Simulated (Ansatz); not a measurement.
# Nickel, diamond under LDA: ground state and equation of state, part 3 of 3

What does LDA give for nickel in the diamond structure? We relax it, solve it on a dense k-mesh, switch on spin-orbit coupling, then scale the cell to 7 volumes from 88 to 112 % of the relaxed one and try a fit of the equation of state. The start is ferromagnetic. The k-meshes are 11×11×11 for the relaxation; 18×18×18 for the dense run; 11×11×11 for spin-orbit coupling; 12×12×12 for the volumes.

Ansatz 0.2.0; DFT, LDA (PW92), plane waves (420 eV) with PAW, scalar-relativistic. The steps go on from the part before.

### 12 Fitting the volumes

This is Ni in the diamond structure; at room conditions it is fcc.

The cell was scaled evenly, with its shape and the fractional positions fixed.

| V (Å³/atom) | E − E₀ (meV/atom) | P from the stress (GPa) | P from the fit (GPa) | largest moment (μB) |
| --- | --- | --- | --- | --- |
| 13.259 | 103.4 | 20.95 | 20.83 | 0.77 |
| 13.862 | 42.0 | 12.31 | 12.18 | 0.77 |
| 14.465 | 9.5 | 5.46 | 5.34 | 0.78 |
| 15.068 | 0.0 | 0.03 | -0.08 | 0.79 |
| 15.670 | 8.7 | -4.29 | -4.39 | 0.80 |
| 16.273 | 32.0 | -7.72 | -7.82 | 0.80 |
| 16.876 | 66.7 | -10.43 | -10.54 | 0.81 |

A third-order Birch-Murnaghan fit gives V₀ = 15.057 Å³/atom, B₀ = 121 GPa and B₀′ = 4.7; it misses no point by more than 0.01 meV/atom.

Fit and stress differ a little: one follows E(σ → 0), the other the smeared free energy.

### 13 Summary of results

What follows sums up all 3 parts.

| quantity | value |
| --- | --- |
| space group (spins left aside) | Fd-3m (No. 227) |
| conventional cell | a = 4.940 Å |
| volume | 15.068 Å³/atom |
| shortest distance | 2.139 Å |
| gap on the mesh | none (levels filled in part) |
| magnetic state | ferromagnetic, up to 0.80 μB per atom |
| relative to fcc, ferromagnetic | +1383 meV/atom |
| magnetic state with spin-orbit coupling | ferromagnetic, up to 0.82 μB per atom |
| V₀, B₀, B₀′ | 15.057 Å³/atom, 121 GPa, 4.7 |

In words: From the guessed start the volume grew by 2.0 % in 4 steps. Against the reference form of nickel (fcc, ferromagnetic, computed apart with the same settings) it stands 1383 meV/atom higher, so it is far from stable. It ends ferromagnetic, with up to 0.80 μB per atom. Levels at the Fermi energy are filled in part, as in a metal. In the spin-orbit run the largest spin moment goes from 0.80 to 0.82 μB; mesh and site projection of the two kinds of run can differ, so the change can't be laid on spin-orbit coupling. The total energy of the spin-orbit run lies -0.30 eV/atom from the scalar one, but the two kinds of run don't share a zero of energy: only differences within one kind count. B₀ comes out at 121 GPa. The symmetry was held, so the structure may be unstable against distortions that break it.
